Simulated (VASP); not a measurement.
# Al (P6_3/mmc) in VASP: reference runs

How does Al come out in PBEsol? The cell is run as given and disturbed, and energy against volume gives the equilibrium volume and stiffness.

Program: VASP 6.6.1. These are calculated values, not measurements. Logs are shortened: lines on timing, memory, paths and dates and some standing lists are left out, and cuts for length are marked.

**1. The crystal as given**

Symmetry: P6_3/mmc, No. 194, hexagonal system. The conventional cell has a = 2.827 Å, b = 2.827 Å, c = 9.186 Å, α = 90.00°, β = 90.00°, γ = 120.00°. Around Al (site symmetry -6m2) lie 12 Al at 2.82 to 2.83 Å. Al (site symmetry -3m) is surrounded by 12 Al at 2.82 to 2.83 Å.

This isn't the form of Al at room conditions, which is fcc.

**2. Single point, PBEsol**

INCAR

```
SYSTEM = Al
ALGO = Normal
EDIFF = 1E-7
ENCUT = 520
GGA = PS
ISIF = 2
ISMEAR = -1
LASPH = .TRUE.
LCHARG = .FALSE.
LREAL = .FALSE.
LWAVE = .FALSE.
NBANDS = 14
NELM = 80
PREC = Accurate
SIGMA = 0.05
```

KPOINTS

```
k-points
0
G
  11 11 3
  0 0 0
```

POSCAR

```
Al
1.0
    2.8270770242      0.0000000000      0.0000000000
   -1.4135385121      2.4483205214      0.0000000000
    0.0000000000      0.0000000000      9.1859930700
Al
4
Direct
    0.6666666667      0.3333333333      0.7500000000
    0.0000000000      0.0000000000      0.5000000000
    0.3333333333      0.6666666667      0.2500000000
    0.0000000000      0.0000000000      0.0000000000
```

Potentials or basis: VASP PAW PBE potentials, release 64 (Al).

Launch:

```
> cat potpaw_PBE.64/Al/POTCAR > POTCAR
> mpirun -np 1 vasp_std > vasp.out
```

OUTCAR:

```text
SYSTEM = Al
   EDIFF = 1E-7
   ENCUT = 520
   GGA = PS
   ISIF = 2
   ISMEAR = -1
   LASPH = .TRUE.
   LREAL = .FALSE.
   NELM = 80
   PREC = Accurate

 ion  position               nearest neighbor table
   1  0.667  0.333  0.750-   2 2.82   4 2.82   2 2.82   4 2.82   2 2.82   4 2.82
   2  0.000  0.000  0.500-   1 2.82   3 2.82   3 2.82   1 2.82   1 2.82   3 2.82
   3  0.333  0.667  0.250-   2 2.82   4 2.82   2 2.82   4 2.82   2 2.82   4 2.82
   4  0.000  0.000  0.000-   1 2.82   3 2.82   3 2.82   1 2.82   1 2.82   3 2.82

  LATTYP: Found a hexagonal cell.
 ALAT       =     2.8270770242
 C/A-ratio  =     3.2492899880

  Lattice vectors:

 A1 = (   2.8270770242,   0.0000000000,   0.0000000000)
 A2 = (  -1.4135385121,   2.4483205214,   0.0000000000)
 A3 = (   0.0000000000,   0.0000000000,   9.1859930700)

Analysis of symmetry for initial positions (statically):
=====================================================================
 Subroutine PRICEL returns:
 Original cell was already a primitive cell.

 Routine SETGRP: Setting up the symmetry group for a
 hexagonal supercell.

 Subroutine GETGRP returns: Found 24 space group operations
 (whereof 12 operations were pure point group operations)
 out of a pool of 24 trial point group operations.

The static configuration has the point symmetry D_3d.
 The point group associated with its full space group is D_6h.

Analysis of symmetry for dynamics (positions and initial velocities):
=====================================================================
 Subroutine PRICEL returns:
 Original cell was already a primitive cell.

 Routine SETGRP: Setting up the symmetry group for a
 hexagonal supercell.

 Subroutine GETGRP returns: Found 24 space group operations
 (whereof 12 operations were pure point group operations)
 out of a pool of 24 trial point group operations.

The dynamic configuration has the point symmetry D_3d.
 The point group associated with its full space group is D_6h.

 Subroutine INISYM returns: Found 24 space group operations
 (whereof 12 operations are pure point group operations),
 and found     1 'primitive' translations

----------------------------------------------------------------------------------------

                                     Primitive cell

  volume of cell :      63.5817

  direct lattice vectors                    reciprocal lattice vectors
     2.827077024  0.000000000  0.000000000     0.353722234  0.204221627  0.000000000
    -1.413538512  2.448320521  0.000000000     0.000000000  0.408443254  0.000000000
     0.000000000  0.000000000  9.185993070     0.000000000  0.000000000  0.108861393

  length of vectors
     2.827077024  2.827077024  9.185993070     0.408443254  0.408443254  0.108861393

  position of ions in fractional coordinates (direct lattice)
     0.666666667  0.333333333  0.750000000
     0.000000000  0.000000000  0.500000000
     0.333333333  0.666666667  0.250000000
     0.000000000  0.000000000  0.000000000

  ion indices of the primitive-cell ions
   primitive index   ion index
                 1           1
                 2           2
                 3           3
                 4           4

----------------------------------------------------------------------------------------

 KPOINTS: k-points

Automatic generation of k-mesh.
 Grid dimensions read from file:
 generate k-points for:   11   11    3

 Generating k-lattice:

  Cartesian coordinates                     Fractional coordinates (reciprocal lattice)
     0.032156567  0.018565602  0.000000000     0.090909091 -0.000000000  0.000000000
     0.000000000  0.037131205  0.000000000     0.000000000  0.090909091  0.000000000
     0.000000000  0.000000000  0.036287131     0.000000000  0.000000000  0.333333333

  Length of vectors
     0.037131205  0.037131205  0.036287131

  Shift w.r.t. Gamma in fractional coordinates (k-lattice)
     0.000000000  0.000000000  0.000000000

 Subroutine IBZKPT returns following result:
 ===========================================

 Found     32 irreducible k-points:

 Following reciprocal coordinates:
            Coordinates               Weight
  0.000000  0.000000  0.000000      1.000000
  0.090909  0.000000  0.000000      6.000000
  0.181818  0.000000  0.000000      6.000000
  0.272727  0.000000  0.000000      6.000000
  0.363636  0.000000  0.000000      6.000000
  0.454545 -0.000000  0.000000      6.000000
[... 16 lines left out ...]
  0.090909  0.090909  0.333333     12.000000
  0.181818  0.090909  0.333333     24.000000
 [... further k-points ...]
   k-points           NKPTS =     32   k-points in BZ     NKDIM =     32   number of bands    NBANDS=     14
   number of dos      NEDOS =    301   number of ions     NIONS =      4
   total plane-waves  NPLWV =  40320
   dimension x,y,z NGX =    24 NGY =   24 NGZ =   70
   dimension x,y,z NGXF=    48 NGYF=   48 NGZF=  140
   ions per type =               4
   NGX,Y,Z   is equivalent  to a cutoff of  14.11, 14.11, 12.67 a.u.
   NGXF,Y,Z  is equivalent  to a cutoff of  28.23, 28.23, 25.34 a.u.
 SYSTEM =  Al
   PREC   = accura    normal or accurate (medium, high low for compatibility)
   ISTART =      0    job   : 0-new  1-cont  2-samecut
   ICHARG =      2    charge: 1-file 2-atom 10-const
   ISPIN  =      1    spin polarized calculation?
   LNONCOLLINEAR =      F non collinear calculations
   LSORBIT =      F    spin-orbit coupling
   LASPH  =      T    aspherical Exc in radial PAW
   ENCUT  =  520.0 eV  38.22 Ry    6.18 a.u.   5.26  5.26 17.08*2*pi/ulx,y,z
   NELM   =     80;   NELMIN=  2; NELMDL= -5     # of ELM steps
   EDIFF  = 0.1E-06   stopping-criterion for ELM
   LREAL  =      F    real-space projection
   EDIFFG = 0.1E-05   stopping-criterion for IOM
   NSW    =      0    number of steps for IOM
   IBRION =     -1    ionic relax: 0-MD 1-quasi-New 2-CG
   NFREE  =      0    steps in history (QN), initial steepest desc. (CG)
   ISIF   =      2    stress and relaxation
   ISYM   =      2    0-nonsym 1-usesym 2-fastsym
   POTIM  = 0.5000    time-step for ionic-motion
   TEBEG  =    0.0;   TEEND  =   0.0 temperature during run
   PSTRESS=    0.0 pullay stress
   NELECT =      12.0000    total number of electrons
   NUPDOWN=      -1.0000    fix difference up-down
   EMIN   =  10.00;   EMAX   =-10.00  energy-range for DOS
   EFERMI =   0.00;   METHOD = LEGACY
   ISMEAR =    -1;   SIGMA  =   0.05  broadening in eV -4-tet -1-fermi 0-gaus
   EFERMI_NEDOS =   21; number of points for ismear=-14 and -15
   IALGO  =     38    algorithm
   IMIX   =      4    mixing-type and parameters
     AMIX     =   0.40;   BMIX     =  1.00
     AMIX_MAG =   1.60;   BMIX_MAG =  1.00
  volume/ion in A,a.u.               =      15.90       107.27
  Fermi-wavevector in a.u.,A,eV,Ry     =   0.939055  1.774557 11.997959  0.881825
  Thomas-Fermi vector in A             =   2.066329
   LORBIT       =      0    0 simple, 1 ext, 2 COOP (PROOUT), +10 PAW based schemes
   GGA     = PS    functional components
   LHFCALC =     F    Hartree Fock is set to
   AEXX    =    0.0000 exact exchange contribution
   IVDW    =     0    specifies the selected vdW correction
   LEPSILON=     F    determine dielectric tensor
   LRPA    =     F    only Hartree local field effects (RPA)
 non-spin polarized calculation
  energy-cutoff  :      520.00
  volume of cell :       63.58
 maximum number of plane-waves:      1723
 NGX is ok and might be reduce to    24
   NGX = 11   NGY = 11   NGZ = 35

 number of electron      12.0000000 magnetization

 Free energy of the ion-electron system (eV)
  ---------------------------------------------------
  ext. energy  EPLUGINS =         0.00000000
  ---------------------------------------------------
  free energy    TOTEN  =       -16.34966812 eV

  energy without entropy =      -16.33635076  energy(sigma->0) =      -16.34300944

 E-fermi :   8.3516     XC(G=0): -10.3941

 val. band max:        8.3416559509   @ k =   0.3636   0.0000   0.0000
 cond. band min:       8.3638728124   @ k =   0.2727   0.2727   0.0000
 fundamental gap:      0.0222168615
 Fermi energy:         8.3516471401

 k-point     1 :       0.0000    0.0000    0.0000
  band No.  band energies     occupation
      1      -3.0473      2.00000
      2      -1.3050      2.00000
      3      -1.3044      2.00000
      4       3.6294      2.00000
      5       3.9797      2.00000
      6      11.9468      0.00000
      7      11.9600      0.00000
      8      19.2015      0.00000
      9      19.2015      0.00000
     10      19.3601      0.00000
     11      19.3601      0.00000
     12      20.3224      0.00000
     13      20.3226      0.00000
     14      20.4949      0.00000

 k-point     2 :       0.0909    0.0000    0.0000
  band No.  band energies     occupation
      1      -2.8435      2.00000
      2      -1.1038      2.00000
      3      -1.1032      2.00000
      4       3.8176      2.00000
      5       4.1780      2.00000
      6      12.1018      0.00000
      7      12.1253      0.00000
      8      16.2613      0.00000
      9      17.5440      0.00000
     10      17.6531      0.00000
     11      17.7424      0.00000
     12      18.9985      0.00000
     13      19.0121      0.00000
     14      19.0599      0.00000

 k-point     3 :       0.1818    0.0000    0.0000
  band No.  band energies     occupation
      1      -2.2338      2.00000
      2      -0.5018      2.00000
      3      -0.5016      2.00000
      4       4.3819      2.00000
      5       4.7653      2.00000
      6      12.2004      0.00000
      7      12.5326      0.00000
      8      13.2819      0.00000
      9      14.3155      0.00000
     10      14.5165      0.00000
     11      16.1574      0.00000
     12      17.5001      0.00000
     13      17.6404      0.00000
     14      17.6405      0.00000

 k-point     4 :       0.2727    0.0000    0.0000
  band No.  band energies     occupation
      1      -1.2239      2.00000
      2       0.4947      2.00000
      3       0.4953      2.00000
      4       5.3203      2.00000
      5       5.7050      2.00000
      6       9.5671      0.00000
      7      11.0512      0.00000
      8      11.1846      0.00000
      9      13.6226      0.00000
     10      13.7300      0.00000
     11      15.1202      0.00000
     12      15.5217      0.00000
     13      15.6865      0.00000
     14      16.6064      0.00000

 k-point     5 :       0.3636    0.0000    0.0000
  band No.  band energies     occupation
      1       0.1772      2.00000
      2       1.8739      2.00000
      3       1.8770      2.00000
      4       6.2949      2.00000
      5       6.6050      2.00000
      6       7.3931      2.00000
      7       8.3417      1.09958
      8       8.4809      0.14031
      9      12.9068      0.00000
     10      13.2022      0.00000
     11      14.4306      0.00000
[... 276 lines left out ...]
 k-point    22 :       0.4545   -0.0000    0.3333
  band No.  band energies     occupation
      1       2.1420      2.00000
      2       2.6980      2.00000
      3       4.2565      2.00000
      4       4.5680      2.00000
      5       5.2342      2.00000
      6       6.4859      2.00000
      7       7.2900      2.00000
      8       8.7477      0.00073
      9      11.0092      0.00000
     10      12.9242      0.00000
     11      13.4772      0.00000
     12      14.2512      0.00000
     13      14.7460      0.00000
     14      14.9959      0.00000

 k-point    23 :       0.0909    0.0909    0.3333
  band No.  band energies     occupation
      1      -2.2429      2.00000
      2      -1.6629      2.00000
      3       0.6318      2.00000
      4       2.3260      2.00000
      5       6.7728      2.00000
      6       9.4603      0.00000
      7      14.5679      0.00000
      8      14.7462      0.00000
      9      15.2640      0.00000
     10      15.2671      0.00000
     11      15.9728      0.00000
     12      17.3237      0.00000
     13      17.4426      0.00000
     14      18.7152      0.00000

 k-point    24 :       0.1818    0.0909    0.3333
  band No.  band energies     occupation
      1      -1.4342      2.00000
      2      -0.8578      2.00000
      3       1.4224      2.00000
      4       3.1041      2.00000
      5       7.4967      2.00000
      6      10.0529      0.00000
      7      11.5499      0.00000
      8      12.0459      0.00000
      9      13.4752      0.00000
     10      13.6874      0.00000
     11      14.4356      0.00000
     12      15.5663      0.00000
     13      16.0406      0.00000
     14      16.9283      0.00000

 [... further k-points ...]

------------------------ aborting loop because EDIFF is reached ----------------------------------------

  FORCE on cell =-STRESS in cart. coord.  units (eV):
  Direction    XX          YY          ZZ          XY          YZ          ZX
  --------------------------------------------------------------------------------------
  -------------------------------------------------------------------------------------
  Total        0.5372774      0.5372774      1.3286489      0.0000000      0.0000000      0.0000000
  in kB       13.5387052     13.5387052     33.4802562      0.0000000      0.0000000      0.0000000
  external PRESSURE =      20.1858888 kB  Pullay stress =       0.0000000 kB

 VOLUME and BASIS-vectors are now :
 -----------------------------------------------------------------------------
  energy-cutoff  :      520.00
  volume of cell :       63.58
      direct lattice vectors                 reciprocal lattice vectors
     2.827077024  0.000000000  0.000000000     0.353722234  0.204221627  0.000000000
    -1.413538512  2.448320521  0.000000000     0.000000000  0.408443254  0.000000000
     0.000000000  0.000000000  9.185993070     0.000000000  0.000000000  0.108861393

 POSITION                                       TOTAL-FORCE (eV/Angst)
 -----------------------------------------------------------------------------------
      1.41354      0.81611      6.88949        -0.000000      0.000000     -0.000000
      0.00000      0.00000      4.59300         0.000000      0.000000      0.000000
     -0.00000      1.63221      2.29650        -0.000000     -0.000000      0.000000
      0.00000      0.00000      0.00000         0.000000      0.000000      0.000000
 -----------------------------------------------------------------------------------
    total drift:                               -0.000000      0.000000      0.000000

  FREE ENERGIE OF THE ION-ELECTRON SYSTEM (eV)
  ---------------------------------------------------
  free  energy   TOTEN  =       -16.3496681240 eV

  energy  without entropy=      -16.3363507589  energy(sigma->0) =      -16.34300944
```

Wall time 38 s (1 thread of AMD EPYC 7R43 (Zen 3), shared host); peak memory 0.15 GiB.

What came out:

| Quantity | Value |
| --- | --- |
| Free energy | -16.3497 eV |
| Pressure | 2.0 GPa |
| Band gap on the k mesh | none (metal or under the smearing width) |

Caveat: the PAW data sets were made with another functional, which shifts forces and pressure a little.

**3. Equation of state, PBEsol, 14.94 Å³/atom (volume scaled by 0.94)**

INCAR is that of step 2.

KPOINTS is that of step 2.

POSCAR

```
Al
1.0
    2.7693653812      0.0000000000      0.0000000000
   -1.3846826906      2.3983407724      0.0000000000
    0.0000000000      0.0000000000      8.9984712061
Al
4
Direct
    0.6666666667      0.3333333333      0.7500000000
    0.0000000000      0.0000000000      0.5000000000
    0.3333333333      0.6666666667      0.2500000000
    0.0000000000      0.0000000000      0.0000000000
```

Potentials or basis: VASP PAW PBE potentials, release 64 (Al).

Launch:

```
> cat potpaw_PBE.64/Al/POTCAR > POTCAR
> mpirun -np 1 vasp_std > vasp.out
```

It took 37 s on 1 thread of AMD EPYC 7R43 (Zen 3), shared host; peak memory 0.15 GiB.

Results (log left out):

```
Free energy            : -16.2309 eV
Pressure               : 8.3 GPa
Band gap on the k mesh : none (metal or under the smearing width)
```

Caveat: the PAW data sets were made with another functional, which shifts forces and pressure a little.

(Part 1 of 2 ends here.)
